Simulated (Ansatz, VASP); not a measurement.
# Two plane-wave programs on KBr

INCAR

```
SYSTEM = KBr
  ALGO = Normal
  EDIFF = 1E-6
  ENCUT = 520
  ISIF = 2
  ISMEAR = 0
  LASPH = .True.
  LCHARG = .False.
  LREAL = .False.
  LWAVE = .False.
  NBANDS = 15
  NELM = 60
  PREC = Accurate
  SIGMA = 0.05
```

File KPOINTS:

```
k-points
0
Gamma
  6 6 6
  0 0 0
```

POSCAR

```
KBr
1.0
    0.1234687500      3.2925000000      3.2925000000
    3.4159687500      0.0000000000      3.4159687500
    3.2925000000      3.2925000000      0.1234687500
K Br
1 1
Direct
    0.0000000000      0.0000000000      0.0000000000
    0.5000000000      0.5000000000      0.5000000000
```

Input for Ansatz:

```yaml
crystal:
  lattice:
    - [0.12346875, 3.2925, 3.2925]
    - [3.41596875, 0.0, 3.41596875]
    - [3.2925, 3.2925, 0.12346875]
  atoms:
    - { symbol: K, position: [0.0, 0.0, 0.0] }
    - { symbol: Br, position: [0.5, 0.5, 0.5] }
basis:
  ecutwfc: 420
kpoints:
  mp_grid: { grid: [6, 6, 6] }
hamiltonian:
  xc: lda
scf:
  occupations: { method: gaussian, width: 0.05 }
output:
  forces: true
  stress: true
  eigenvalues: true
```

Change from the starting cell: strain +0.0750 x Voigt [0, 0, 0, 0, 1, 0], atoms carried along.

Alike in both runs: task single point; functional LDA; k mesh 6 × 6 × 6; occupations gaussian, width 0.05 eV; no spin polarisation.

|  | VASP | Ansatz |
| --- | --- | --- |
| version | VASP 6.6.1 | Ansatz 0.2.0 |
| potentials or method | VASP PAW LDA potentials, release 64 (K_sv, Br) | scalar-relativistic, plane waves, PAW |
| plane-wave cutoff (eV) | 520 | 420 |
| valence electrons in the cell | 16 | 16 |

```tsv
	VASP	Ansatz	Ansatz less VASP
gap on the k mesh at the Fermi level (eV)	3.95	3.94	-0.007
least direct gap on the mesh (eV)	3.95	3.94	-0.007
pressure (GPa)	-1.5	-1.6	-0.04
largest component of the traceless stress (GPa)	0.43	0.43	+0.004
```
